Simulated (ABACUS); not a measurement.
Here is an ABACUS 3.10.1 calculation.

File INPUT:

```
INPUT_PARAMETERS
suffix              BP
calculation         nscf
basis_type          pw
pseudo_dir          ./
symmetry            -1
dft_functional      GGA_X_AM05+GGA_C_AM05
ecutwfc             40.0
pseudo_rcut         10
nspin               1
nbands              14
ks_solver           dav
smearing_method     fd
smearing_sigma      0.00367493
scf_thr             1e-08
scf_nmax            100
mixing_type         broyden
mixing_beta         0.7
ecutrho             320.0
init_chg            file
pw_diag_thr         1e-07
out_band            1
kpar                4
```

The input STRU:

```
ATOMIC_SPECIES
P 30.9738 p_pbe_v1.5.uspp.F.UPF
B 10.8100 b_pbe_v1.4.uspp.F.UPF

LATTICE_CONSTANT
1.8897261246

LATTICE_VECTORS
0.0000000000 2.2690000000 2.2690000000
2.2690000000 0.0000000000 2.2690000000
2.2690000000 2.2690000000 0.0000000000

ATOMIC_POSITIONS
Cartesian

P
0.0
1
3.4035000000 3.4035000000 3.4035000000 1 1 1

B
0.0
1
0.0000000000 0.0000000000 0.0000000000 1 1 1
```

Contents of KPT:

```
K_POINTS
12
Line
0.00000000 0.00000000 0.00000000 10 // G
0.50000000 0.00000000 0.50000000 10 // X
0.50000000 0.25000000 0.75000000 10 // W
0.37500000 0.37500000 0.75000000 10 // K
0.00000000 0.00000000 0.00000000 10 // G
0.50000000 0.50000000 0.50000000 10 // L
0.62500000 0.25000000 0.62500000 10 // U
0.50000000 0.25000000 0.75000000 10 // W
0.50000000 0.50000000 0.50000000 10 // L
0.37500000 0.37500000 0.75000000 1 // K
0.62500000 0.25000000 0.62500000 10 // U
0.50000000 0.00000000 0.50000000 1 // X
```

Potentials or basis: GBRV ultrasoft 1.5 PBE, plane waves.

Command:

```console
$ OMP_NUM_THREADS=1 mpirun -np 4 abacus > log
```

**Question.** Predict the band gap along the path.

**Answer.** 1.13 eV, indirect (least direct gap 3.34 eV).

Levels at the corners of the path, in eV from the Fermi level:
```
point  band 1  band 2  band 3  band 4  band 5  band 6  band 7  band 8  band 9
    Γ  -16.07   -0.56   -0.56   -0.56    2.78    2.78    2.78    6.75   10.77
    X  -11.20   -9.18   -4.71   -4.71    0.66    0.97   11.47   11.47   14.60
    W  -10.92   -8.64   -6.30   -6.09    4.67    6.10    6.60    6.82   12.16
    K  -11.20   -8.75   -6.85   -4.09    1.47    5.34    9.09    9.98   11.00
    Γ  -16.07   -0.56   -0.56   -0.56    2.78    2.78    2.78    6.75   10.77
    L  -12.73   -9.66   -2.33   -2.33    3.14    4.06    4.06    9.41   13.85
    U  -11.20   -8.75   -6.85   -4.09    1.47    5.34    9.09    9.98   11.00
    W  -10.92   -8.64   -6.30   -6.09    4.67    6.10    6.60    6.82   12.16
    L  -12.73   -9.66   -2.33   -2.33    3.14    4.06    4.06    9.41   13.85
    K  -11.20   -8.75   -6.85   -4.09    1.47    5.34    9.09    9.98   11.00
    U  -11.20   -8.75   -6.85   -4.09    1.47    5.34    9.09    9.98   11.00
    X  -11.20   -9.18   -4.71   -4.71    0.66    0.97   11.47   11.47   14.60
```

Caveat: the density is read from an earlier self-consistent run, whose mesh may be coarse.
